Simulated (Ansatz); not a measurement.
ZnS, DFT, PBEsol, all-electron PAW with datasets made for the crystal, scalar-relativistic (Ansatz 0.2.0), run on 1 thread of Arm Neoverse V2 on a shared host.

The cell is COD entry 9000107, as deposited and not checked against the literature; nothing was relaxed. The listed cell was then made from it by scaling, straining or moving an atom.

Command: `ansatz run input.yaml --threads 1 --pin off --max-ram 3072MiB --backend cpu --events-out ev --progress --plain --runs-dir out`

```yaml
crystal:
  lattice:
    - [-0.0270465, 2.69112675, 2.69112675]
    - [2.69112675, -0.0270465, 2.69112675]
    - [2.69112675, 2.69112675, -0.0270465]
  atoms:
    - { symbol: Zn, position: [0.0, 0.0, 0.0] }
    - { symbol: S, position: [0.75, 0.75, 0.75] }
kpoints:
  mp_grid: { grid: [8, 8, 8] }
scf:
  occupations: { method: fermi_dirac, width: 0.01 }
hamiltonian:
  xc: pbesol
  pseudopotentials: { kind: all_electron, datasets: crystal }
output:
  forces: true
  stress: true
  eigenvalues: true
  efg: { contact_densities: true }
```

(1) How large is the problem that the program sets up?

(2) Estimate the wall time and the peak memory.

(3) And the same cell and mesh by frozen-core PAW, asked for forces, stress, eigenvalues, efg, write_density, write_potential, elf, on the same hardware?

Answers

(1) 65 irreducible k-points, 459 plane waves at Γ, 13 bands.

(2) 14 s of wall time for 8 SCF iterations, with a peak of 0.56 GiB. Times on shared machines scatter by tens of per cent.

(3) 5 s, peak memory 0.37 GiB.
